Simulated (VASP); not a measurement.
# TiC (P-6m2) in VASP: further runs, part 3 of 3

VASP 6.6.1. Earlier steps stand in the parts before.

## Step 5: Band structure, MS2

The input, INCAR:

```
PREC = Accurate
ENCUT = 520
EDIFF = 1E-7
ISMEAR = -1
SIGMA = 0.05
LREAL = False
LASPH = True
NELM = 80
ALGO = Normal
ISIF = 2
LWAVE = False
LCHARG = False
LMAXMIX = 4
METAGGA = MS2
LMIXTAU = True
```

The input, KPOINTS:

```
regular mesh
0
Gamma
  10 10 10
```

The input, POSCAR:

```
TiC
1.0
    3.0420900000      0.0000000000      0.0000000000
   -1.5210400000      2.6345200000      0.0000000000
    0.0000000000      0.0000000000      2.6979700000
Ti C
1 1
Direct
    0.0000000000      0.0000000000      0.5000000000
    0.3333300000      0.6666700000      0.0000000000
```

The input, KPOINTS_OPT:

```
path GMKGALHA,LM,KH
20
line-mode
reciprocal
 0.0000000000  0.0000000000  0.0000000000  G
 0.5000000000  0.0000000000  0.0000000000  M

 0.5000000000  0.0000000000  0.0000000000  M
 0.3333333333  0.3333333333  0.0000000000  K

 0.3333333333  0.3333333333  0.0000000000  K
 0.0000000000  0.0000000000  0.0000000000  G

 0.0000000000  0.0000000000  0.0000000000  G
 0.0000000000  0.0000000000  0.5000000000  A

 0.0000000000  0.0000000000  0.5000000000  A
 0.5000000000  0.0000000000  0.5000000000  L

 0.5000000000  0.0000000000  0.5000000000  L
 0.3333333333  0.3333333333  0.5000000000  H

 0.3333333333  0.3333333333  0.5000000000  H
 0.0000000000  0.0000000000  0.5000000000  A

 0.5000000000  0.0000000000  0.5000000000  L
 0.5000000000  0.0000000000  0.0000000000  M

 0.3333333333  0.3333333333  0.0000000000  K
 0.3333333333  0.3333333333  0.5000000000  H
```

Potentials or basis: VASP PAW PBE potentials, release 64 (Ti_sv, C).

Run with:

```bash
$ cat potpaw_PBE.64/Ti_sv/POTCAR potpaw_PBE.64/C/POTCAR > POTCAR
$ mpirun -np 1 vasp_std > vasp.out
```

OUTCAR:

```text
PREC = Accurate
   ENCUT = 520
   EDIFF = 1E-7
   ISMEAR = -1
   LREAL = False
   LASPH = True
   NELM = 80
   ISIF = 2
   METAGGA = MS2

 ion  position               nearest neighbor table
   1  0.000  0.000  0.500-   2 2.21   2 2.21   2 2.21   2 2.21   2 2.21   2 2.21
   2  0.333  0.667  0.000-   1 2.21   1 2.21   1 2.21   1 2.21   1 2.21   1 2.21

  LATTYP: Found a hexagonal cell.
 ALAT       =     3.0420900000
 C/A-ratio  =     0.8868804013

  Lattice vectors:

 A1 = (   3.0420900000,   0.0000000000,   0.0000000000)
 A2 = (  -1.5210400000,   2.6345200000,   0.0000000000)
 A3 = (   0.0000000000,   0.0000000000,   2.6979700000)

Analysis of symmetry for initial positions (statically):
=====================================================================
 Subroutine PRICEL returns:
 Original cell was already a primitive cell.

 Routine SETGRP: Setting up the symmetry group for a
 hexagonal supercell.

 Subroutine GETGRP returns: Found  4 space group operations
 (whereof  4 operations were pure point group operations)
 out of a pool of 24 trial point group operations.

The static configuration has the point symmetry C_2v.

[... 165 lines left out ...]
 Fermi energy:         8.7010130830

 k-point     1 :       0.0000    0.0000    0.0000
  band No.  band energies     occupation
      1     -50.4761      2.00000
      2     -25.2225      2.00000
      3     -25.2225      2.00000
      4     -24.7855      2.00000
      5      -4.1202      2.00000
      6       7.0073      2.00000
      7       7.0074      2.00000
      8       7.7983      2.00000
      9      11.0694      0.00000
     10      12.1993      0.00000
     11      12.1994      0.00000
     12      14.5688      0.00000
[... 331 lines left out ...]
 k-point    24 :      -0.2000    0.4000    0.0000
  band No.  band energies     occupation
      1     -50.4378      2.00000
      2     -25.5007      2.00000
      3     -25.3293      2.00000
      4     -24.7483      2.00000
      5      -2.3578      2.00000
      6       4.5316      2.00000
      7       7.2276      2.00000
      8       8.7913      0.28222
      9       8.9335      0.01896
     10      11.7396      0.00000
     11      12.3222      0.00000
     12      12.9503      0.00000

 [... further k-points ...]
[... 5 lines left out ...]
  --------------------------------------------------------------------------------------
  -------------------------------------------------------------------------------------
  Total       -0.1188326     -0.1188419     -0.2923906     -0.0000089      0.0000000      0.0000000
  in kB       -8.8051218     -8.8058170    -21.6652322     -0.0006606      0.0000000      0.0000000
  external PRESSURE =     -13.0920570 kB  Pullay stress =       0.0000000 kB

 VOLUME and BASIS-vectors are now :
 -----------------------------------------------------------------------------
  energy-cutoff  :      520.00
  volume of cell :       21.62
      direct lattice vectors                 reciprocal lattice vectors
     3.042090000  0.000000000  0.000000000     0.328721372  0.189787269  0.000000000
    -1.521040000  2.634520000  0.000000000     0.000000000  0.379575786  0.000000000
     0.000000000  0.000000000  2.697970000     0.000000000  0.000000000  0.370649044

 POSITION                                       TOTAL-FORCE (eV/Angst)
 -----------------------------------------------------------------------------------
      0.00000      0.00000      1.34899        -0.000144      0.000083      0.000000
     -0.00001      1.75636      0.00000         0.000144     -0.000083      0.000000
 -----------------------------------------------------------------------------------
    total drift:                               -0.000017      0.000111     -0.000000

  FREE ENERGIE OF THE ION-ELECTRON SYSTEM (eV)
  ---------------------------------------------------
  free  energy   TOTEN  =       -23.9647826732 eV

  energy  without entropy=      -23.9612809144  energy(sigma->0) =      -23.96303179
```

stdout:

```text
POSCAR found type information on POSCAR TiC
 POSCAR found :  2 types and       2 ions
 scaLAPACK will be used
 -----------------------------------------------------------------------------
|                                                                             |
|                                                                             |
|     You enforced a specific xc type in the INCAR file but a different       |
|     I HOPE YOU KNOW WHAT YOU ARE DOING!                                     |
|                                                                             |
 -----------------------------------------------------------------------------

 LDA part: xc-table for (None), standard interpolation
 POSCAR, INCAR and KPOINTS ok, starting setup
 FFT: planning ... GRIDC
 FFT: planning ... GRID_SOFT
 FFT: planning ... GRID
 WAVECAR not read
 entering main loop
 Start KPOINTS_OPT (optional k-point list driver)
k-point batch [1-180\180]
```

Wall time 4.1 min (1 thread of Intel Xeon Platinum 8259CL at 2.50GHz (Skylake/Cascade Lake), shared host); peak memory 0.21 GiB.

What came out:

| Item | Value |
| --- | --- |
| Free energy | -23.9648 eV |
| Pressure | -1.3 GPa |
| Band gap along the path | none (metal or under the smearing width) |

Stress tensor (GPa, compression positive):
```
-0.88  0.00  0.00
 0.00 -0.88  0.00
 0.00  0.00 -2.17
```

Levels at the corners of the path, in eV from the Fermi level:
```csv
point,band 5,band 6,band 7,band 8,band 9,band 10,band 11,band 12
Γ,-12.82,-1.69,-1.69,-0.90,2.37,3.50,3.50,5.87
M,-10.43,-5.17,-0.72,-0.28,0.06,3.19,3.66,3.91
M,-10.43,-5.17,-0.72,-0.28,0.06,3.19,3.66,3.91
K,-10.11,-3.83,-3.50,-0.23,1.94,2.34,2.57,3.62
K,-10.11,-3.83,-3.50,-0.23,1.94,2.34,2.57,3.62
Γ,-12.82,-1.69,-1.69,-0.90,2.37,3.50,3.50,5.87
Γ,-12.82,-1.69,-1.69,-0.90,2.37,3.50,3.50,5.87
A,-9.72,-5.81,-0.57,-0.57,1.26,1.26,4.87,4.87
A,-9.72,-5.81,-0.57,-0.57,1.26,1.26,4.87,4.88
L,-9.58,-4.14,-2.84,-2.37,1.44,3.49,4.59,5.73
L,-9.58,-4.14,-2.84,-2.37,1.44,3.49,4.59,5.73
H,-9.38,-4.67,-3.87,-0.65,1.12,4.30,4.93,5.51
H,-9.38,-4.67,-3.87,-0.65,1.12,4.30,4.93,5.51
A,-9.72,-5.81,-0.57,-0.57,1.26,1.26,4.87,4.87
L,-9.58,-4.14,-2.84,-2.37,1.44,3.49,4.59,5.73
M,-10.43,-5.17,-0.72,-0.28,0.06,3.19,3.66,3.91
K,-10.11,-3.83,-3.50,-0.23,1.94,2.34,2.57,3.62
H,-9.38,-4.67,-3.87,-0.65,1.12,4.30,4.93,5.51
```

Caveat: the PAW data sets were made with another functional, which shifts forces and pressure a little.

## Step 6: Summary

```tsv
level	k mesh	grid for exact exchange (PRECFOCK)	exchange at q = 0	mesh quality	pressure (GPa)
HSEsol	5 × 5 × 5	Normal	-	coarse	-9.1
B3LYP	5 × 5 × 5	Normal	truncated	coarse	1.0
revTPSS	10 × 10 × 10	-	-	not flagged	-1.3
MS2	10 × 10 × 10	-	-	not flagged	-1.3
```

Alike in all rows: task band structure; potentials or basis VASP PAW PBE potentials, release 64 (Ti_sv, C); no spin polarisation; cell as given; cutoff (eV) 520; smearing fermi-dirac 0.05 eV.

Caveats: some runs use coarse meshes; the PAW data sets were made with another functional, which shifts forces and pressure a little.

Total energies depend on the potentials used, so only differences within one code and one set of settings carry meaning.
